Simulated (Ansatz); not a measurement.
Crystal: Rh.

```xyz
1
Lattice="0.0000 1.8979 1.8979 1.8979 0.0000 1.8979 1.8979 1.8979 0.0000" Properties=species:S:1:pos:R:3 pbc="T T T"
Rh    0.0000    0.0000    0.0000
```

```yaml
Program: Ansatz 0.2.0
Task: relaxation of cell and atoms
Functional: RPBE
Dispersion: D4
Potentials_or_basis: Ansatz PAW
Cutoff: "420 eV (not typed: the program's choice for these potentials)"
k_mesh: 12 × 12 × 12
Occupations: fermi-dirac, width 0.05 eV
Spin: no spin polarisation
```

At the start: volume 13.67 Å³/atom.

Question: How do energy, volume and symmetry change on relaxing?

Answer: It ends after 5 steps and the volume is 13.39 Å³/atom (-2.1 %); space group Fm-3m (No. 225, to 0.05 Å).

Step by step:
```csv
step,energy change (eV),largest force (eV/Å),volume (Å³)
1,0.0000,0.0000,13.67
2,-0.0022,0.0000,13.17
3,-0.0055,0.0000,13.40
4,-0.0055,0.0000,13.39
5,-0.0053,0.0000,13.39
```

Final structure:
```cif
data_structure
_symmetry_space_group_name_H-M 'P 1'
_symmetry_Int_Tables_number 1
_cell_length_a 2.6654
_cell_length_b 2.6654
_cell_length_c 2.6654
_cell_angle_alpha 60.000
_cell_angle_beta 60.000
_cell_angle_gamma 60.000
_cell_volume 13.39
loop_
_atom_site_label
_atom_site_type_symbol
_atom_site_fract_x
_atom_site_fract_y
_atom_site_fract_z
_atom_site_occupancy
Rh1 Rh 0.00000 0.00000 0.00000 1
```

Caveat: the plane-wave basis is chosen anew once the cell has moved, so the energies of steps on either side of that aren't comparable; the PAW data sets come from PBE, with cores solved anew for the run's functional, which leaves a small shift of forces and pressure.
